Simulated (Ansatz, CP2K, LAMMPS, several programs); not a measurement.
Energy against volume for BN in the rocksalt structure, at fixed shape and fractional coordinates, computed by several methods (PBE and r2SCAN, where shown, with plane waves in Ansatz); the cell shown is that of r2SCAN. Space group Fm-3m (No. 225), cubic; conventional cell a = 3.492 Å, 5.32 Å³ an atom. Around B lie 6 N at 1.75 Å; around N lie 6 B at 1.75 Å. (Calculated; spin-unpolarised; the phase may be known or hypothetical.) Energies count from each curve's lowest point; fits are third-order Birch-Murnaghan.

```xyz
2
Lattice="0.0000 1.7458 1.7458 1.7458 0.0000 1.7458 1.7458 1.7458 0.0000" Properties=species:S:1:pos:R:3 pbc="T T T"
B     0.0000    0.0000    0.0000
N     1.7458    1.7458    1.7458
```

**Question.** PBE, on the shape of its own relaxed cell, gives
```tsv
V (Å³/atom)	E (meV/atom)
5.053	25.27
5.214	6.03
5.375	0.00
5.537	5.44
5.698	20.77
```
What equilibrium volume and bulk modulus follow?

**Answer.** V₀ = 5.38 Å³ an atom and B₀ = 378 GPa.

PBE/DZVP (CP2K), on the shape of the cell shown:
```csv
V (Å³/atom),E (meV/atom)
4.683,140.69
5.002,38.09
5.321,0.00
5.640,10.18
5.960,56.48
```
V₀ = 5.40 Å³ an atom and B₀ = 378 GPa.

**Question.** BNC.tersoff (LAMMPS), on the shape of its own relaxed cell, gives
```csv
V (Å³/atom),E (meV/atom)
4.278,33.41
4.415,7.91
4.551,0.00
4.688,7.13
4.825,27.14
```
What equilibrium volume and bulk modulus follow?

**Answer.** V₀ = 4.55 Å³ an atom and B₀ = 587 GPa.

**Question.** PBE/SZV (CP2K), on the shape of the cell shown, gives
```
V (Å³/atom)  E (meV/atom)
      4.683        241.07
      5.002         95.15
      5.321         20.69
      5.640          0.00
      5.960         19.79
```
What equilibrium volume and bulk modulus follow?

**Answer.** V₀ = 5.63 Å³ an atom and B₀ = 360 GPa.

BN.extep (LAMMPS), on the shape of its own relaxed cell:
```
V (Å³/atom)  E (meV/atom)
      5.417         27.40
      5.589          6.48
      5.762          0.00
      5.935          7.47
      6.108         35.90
```
The points scatter about the fit by more than 0.3 meV an atom, so no fit is quoted.
